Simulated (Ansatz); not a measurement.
## Relaxing Si2W

The calculation used DFT PBE, scalar-relativistic, plane waves, PAW (Ansatz 0.2.0). Cutoff 420 eV, Γ-centred k mesh, Gaussian smearing, no spin polarisation in the final step.

The start puts Si2W on the cubic Laves (C15) structure type (Fd-3m, No. 227), with W in place of Mg, Si in place of Cu, at a guessed volume.

```
Si W
1.0
     0.00000    3.45265    3.45265
     3.45265    0.00000    3.45265
     3.45265    3.45265    0.00000
Si W
4 2
Cartesian
  4.3158 4.3158 4.3158
  4.3158 2.5895 2.5895
  2.5895 2.5895 4.3158
  2.5895 4.3158 2.5895
  0.0000 0.0000 0.0000
  1.7263 1.7263 1.7263
```

Cell and atoms relax at zero pressure; the relaxation can't lower the symmetry of the start. After a coarse first stage the cell is made exact in the group found at 0.06 Å.

Energies over the elements count from the elements' standard structures at the same level, with no empirical corrections.

(1) Describe the relaxed structure.

(2) What are its volume, energy, density and gap?

## Answers

(1) It keeps Fd-3m (No. 227). The result has the cubic Laves (C15) structure. Conventional cell: a = 6.829 Å. Around Si lie 6 Si at 2.41 Å and 6 W at 2.83 Å; W has 12 Si at 2.83 Å and 4 W at 2.96 Å.

```xyz
6
Lattice="0.0000 3.4145 3.4145 3.4145 0.0000 3.4145 3.4145 3.4145 0.0000" Properties=species:S:1:pos:R:3 pbc="T T T"
Si    4.2682    4.2682    4.2682
Si    4.2682    2.5609    2.5609
Si    2.5609    2.5609    4.2682
Si    2.5609    4.2682    2.5609
W     0.0000    0.0000    0.0000
W     1.7073    1.7073    1.7073
```

(2) The volume per atom is 13.27 Å³ and the density is 10.01 g/cm³. The energy over the elements is 0.52 eV/atom and the gap on the 10×10×10 mesh is 0 eV (a metal).

The final run used a 10×10×10 mesh on its 6-atom cell and 0.10 eV smearing. The k mesh leaves about 4 meV/atom of noise in metals. Spin–orbit coupling is left out. A structure relaxed within its symmetry needn't be a true minimum. The steps took of the order of 18 core-seconds in all.

Cost: 3 runs of about 0.3 core-minutes in all, on Intel Xeon Platinum 8488C (Sapphire Rapids) (shared hosts).